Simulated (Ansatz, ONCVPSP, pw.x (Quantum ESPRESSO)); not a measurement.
# What a changed setting does to a pw.x run (bcc Al)

Potential: optimised norm-conserving Vanderbilt (ONCV), ONCVPSP 4.0.1.1 (patched build), PBE; core [Ne], reference 3s2 3p1; waves: 3s: rc 2.10 bohr, ncon 4, nbas 7, qcut 3.9 1/bohr, 3 projectors, debl 3.5 Ha; 3p: rc 1.90 bohr, ncon 4, nbas 9, qcut 5.8 1/bohr, local; d scattering state at 0.15 Ha: rc 1.90 bohr, ncon 4, nbas 8, qcut 5.1 1/bohr, 3 projectors, debl 3.8 Ha; local part: the p channel; core correction: none.

The reference run (k-mesh 14³, cutoffs 35/140 Ry, Fermi–Dirac 0.01 Ry, mixing_beta 0.4, conv_thr 1e-9, no spin) gives 0.88 GPa at 16.945 Å³/atom, where all-electron LAPW gives 0.07 GPa. This run, with its own iteration cap, changes nosym to true.

```
&control
  calculation='scf', prefix='x', pseudo_dir='./', outdir='./tmp', tstress=.true., disk_io='none'
/
&system
  ibrav=0, nat=1, ntyp=1, ecutwfc=35, ecutrho=140, nbnd=8,
  occupations='smearing', smearing='fd', degauss=0.01, nosym=.true.
/
&electrons
  conv_thr=1e-09, mixing_beta=0.4, electron_maxstep=50
/
ATOMIC_SPECIES
Al 1.0 Al.UPF
CELL_PARAMETERS angstrom
  -1.61805716 1.61805716 1.61805716
  1.61805716 -1.61805716 1.61805716
  1.61805716 1.61805716 -1.61805716
ATOMIC_POSITIONS crystal
Al 0.0000 0.0000 0.0000
K_POINTS automatic
14 14 14 0 0 0
```

```bash
pw.x < Al.scf.in > Al.scf.out
```

**Question.** How does the run end?

**Answer.** It converges in 5 iterations; the free energy moves by +0.0 meV/atom and the pressure by +0.00 GPa. The result is that of the reference run.

```
lattice parameter (alat)  =       5.2961  a.u.
     unit-cell volume          =     114.3505 (a.u.)^3
     number of electrons       =         3.00
     number of Kohn-Sham states=            8
     kinetic-energy cutoff     =      35.0000  Ry
     charge density cutoff     =     140.0000  Ry
     scf convergence threshold =      1.0E-09
     Exchange-correlation= PBE
     number of k points=  1376  Fermi-Dirac smearing, width (Ry)=  0.0100
     iteration #  1     ecut=    35.00 Ry     beta= 0.40
     total energy              =      -4.14127474 Ry
     estimated scf accuracy    <       0.00503615 Ry
     iteration #  2     ecut=    35.00 Ry     beta= 0.40
     total energy              =      -4.14103198 Ry
     estimated scf accuracy    <       0.00169701 Ry
     iteration #  3     ecut=    35.00 Ry     beta= 0.40
     total energy              =      -4.14105259 Ry
     estimated scf accuracy    <       0.00000093 Ry
     iteration #  4     ecut=    35.00 Ry     beta= 0.40
     total energy              =      -4.14105295 Ry
     estimated scf accuracy    <       0.00000015 Ry
     iteration #  5     ecut=    35.00 Ry     beta= 0.40
     the Fermi energy is     7.6881 ev
!    total energy              =      -4.14105295 Ry
     estimated scf accuracy    <          3.1E-11 Ry
     smearing contrib. (-TS)   =      -0.00173408 Ry
     The total energy is F=E-TS. E is the sum of the following terms:
     one-electron contribution =       2.80266575 Ry
     hartree contribution      =       0.00469141 Ry
     xc contribution           =      -1.59080997 Ry
     ewald contribution        =      -5.35586606 Ry
     convergence has been achieved in   5 iterations
          total   stress  (Ry/bohr**3)                   (kbar)     P=        8.75
     Message from routine punch:
     Nothing written, as per user request (disk_io='none')
```

The run took about 45 s on one core of a shared host (Neoverse-N1, 64 threads, 124 GiB, load 60).
